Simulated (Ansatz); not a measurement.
All numbers below come from Ansatz 0.2.0, DFT PBE, scalar-relativistic, plane waves, PAW. All cells share a 420 eV cutoff and Γ-centred k meshes spaced at most about 0.3 Å⁻¹ (about 0.25 or finer for metals, 2π included). No spin polarisation in the final relaxations.

Temperature and zero-point effects are left out.

Compare these two cells of P, each relaxed at this level.

A.

```
P
1.0
     0.00000    2.38194    5.38793
     1.30076    0.00000    5.38793
     1.30076    2.38194    0.00000
P
2
Direct
  0.89640 0.89640 0.10360
  0.10360 0.10360 0.89640
```

B.

```
P
1.0
    -3.19272    3.19272    2.12629
     3.19272   -3.19272    2.12629
     3.19272    3.19272   -2.12629
P
5
Direct
  0.00000 0.00000 0.00000
  0.89755 0.63732 0.26022
  0.36268 0.62290 0.26022
  0.36268 0.10245 0.73978
  0.37710 0.63732 0.73978
```

Question: Which form is favoured at zero pressure, and by what margin per atom?

Answer: B is lower, by 245 meV/atom. A has space group Fmmm (No. 69), 16.7 Å³/atom and no gap on its mesh; B has space group I-4m2 (No. 119), 17.3 Å³/atom and no gap. Counting all near atoms (those within 1.25 times the shortest such distance or 1.15 times the sum of covalent radii; a plus sign parts nearer from farther groups; a slash parts the counts of unlike sites), A has P 1+6 and B has P 4/3+2. Both come from invented guesses. A third cell relaxed alike, in Cmmm, lies 108 meV/atom below the lower of the two. The part of the Crystallography Open Database at hand lists P in space groups No. 2, 13, 64, 123; no cell shown has one of them.

Weakly bound directions are ill-defined at this level, which has no dispersion term (Fmmm), and this can change margins and order among such cells. Cells relaxed within their symmetry can be saddle points; a later kick test found a lower structure for P Fmmm.
